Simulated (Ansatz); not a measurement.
# Li2S: energy against volume in PBE, exact exchange and the RPA

An exercise on one series of results from a longer session: the logs are not shown, and one member is left open.

Program: Ansatz 0.2.0. PBE orbitals, norm-conserving pseudopotentials, plane waves. Calculated at 0 K for a non-magnetic cell.

## The structure to begin with

The cell was relaxed beforehand with r2SCAN; volume changes: +0 %, -5 %, +5 %, -10 %, +10 %.

The symmetry is Fm-3m (No. 225, cubic); a = 5.691 Å in the conventional setting, 15.36 Å³ an atom. Near Li stand 4 S at 2.46 Å; near S stand 8 Li at 2.46 Å.

The structure in full:

```cif
data_structure
_symmetry_space_group_name_H-M 'P 1'
_symmetry_Int_Tables_number 1
_cell_length_a 4.0239
_cell_length_b 4.0239
_cell_length_c 4.0239
_cell_angle_alpha 60.000
_cell_angle_beta 60.000
_cell_angle_gamma 60.000
_cell_volume 46.07
loop_
_atom_site_label
_atom_site_type_symbol
_atom_site_fract_x
_atom_site_fract_y
_atom_site_fract_z
_atom_site_occupancy
Li1 Li 0.75000 0.75000 0.75000 1
Li2 Li 0.25000 0.25000 0.25000 1
S1 S 0.00000 0.00000 0.00000 1
```

The first run:

Input file input.yaml:

```yaml
crystal:
  lattice:
    - [0.0, 2.8452955568, 2.8452955568]
    - [2.8452955568, 0.0, 2.8452955568]
    - [2.8452955568, 2.8452955568, 0.0]
  atoms:
    - { symbol: Li, position: [0.75, 0.75, 0.75] }
    - { symbol: Li, position: [0.25, 0.25, 0.25] }
    - { symbol: S, position: [0.0, 0.0, 0.0] }
kpoints:
  mp_grid: { grid: [4, 4, 4] }
hamiltonian:
  xc: pbe
  pseudopotentials: { kind: nc }
scf:
  occupations: { method: fixed }
output:
  rpa_energy:
    ecut_chi_ladder: [216, 242, 268, 298, 327]
    long_wavelength: optical_limit
  write_density: true
  write_potential: true
  elf: true
  volumetric_format: npy
basis:
  ecutwfc: 1034.032677
```

Among the steps run: The unscaled cell; Volume -5 %; Volume +5 %; Volume -10 %; Volume +10 %.

One table of the session follows, with a row left open; its other results are not shown here.

Energies in meV/atom from the unscaled cell:

| volume (Å³/atom) | PBE | exact exchange | EXX+RPA | RPA correlation |
| --- | --- | --- | --- | --- |
| 13.821 | 27.1 | 51.6 | 15.2 | -36.4 |
| 14.589 | 7.1 | 18.2 | 3.7 | -14.4 |
| 15.356 | 0.0 | 0.0 | 0.0 | 0.0 |
| 16.124 | ? | ? | ? | ? |
| 16.892 | 13.9 | -2.6 | 24.8 | 27.4 |

Q: Estimate the row for volume (Å³/atom) = 16.124 from the others.

Worked estimate for «PBE». A straight line through the neighbours (15.356, 0.0) and (16.892, 13.9) gives 0.0 + (13.9 − 0.0) × (16.124 − 15.356) / (16.892 − 15.356) = 6.9; a parabola fitted to 3 rows on both sides gives 2.3.

The run gave: PBE: 3.0; exact exchange: -6.1; EXX+RPA: 10.3; RPA correlation: 16.4. In «PBE» the line misses by +3.9 and the parabola by -0.7.

Limits of these values: The curve is too rough to resolve B₀ and B₀′ of EXX+RPA; its minimum, near 15.1 Å³/atom, is a rough guide.
